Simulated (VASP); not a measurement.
The system is La2O3.

```xyz
5
Lattice="3.9380 0.0000 0.0000 -1.9690 3.4104 0.0000 0.0000 0.0000 6.1360" Properties=species:S:1:pos:R:3 pbc="T T T"
La    0.0000    2.2736    1.5058
La    1.9690    1.1368    4.6302
O     0.0000    2.2736    3.9706
O     1.9690    1.1368    2.1654
O     0.0000    0.0000    0.0000
```

The cell was built by a generator and needn't be a form met in nature.

Base run:

```yaml
Program: VASP 6.6.1
Functional: SCAN
Potentials_or_basis: VASP PAW PBE potentials, release 64 (La, O)
Cutoff: 520 eV
k_mesh: 8 × 8 × 5
Occupations: gaussian, width 0.05 eV
Spin: no spin polarisation
```

Its results: band gap on the k mesh 4.31 eV, indirect (least direct gap 4.46 eV); pressure -1.7 GPa; largest force 0.187 eV/Å.

Task: The run is repeated on the same cell with these changes: functional from SCAN to LDA; potentials or basis from VASP PAW PBE potentials, release 64 (La, O) to VASP PAW LDA potentials, release 64 (La, O). What comes out?

Result: Band gap on the k mesh 3.76 eV, indirect (least direct gap 3.91 eV); pressure -7.3 GPa; largest force 0.283 eV/Å.

Caveats: spin-orbit coupling is left out, which moves the levels of the heavy elements; an odd mesh through Γ misses points on the zone boundary, where band edges often lie; the PAW data sets were made with another functional, which shifts forces and pressure a little (some runs).

Not every run made on this cell is shown here.
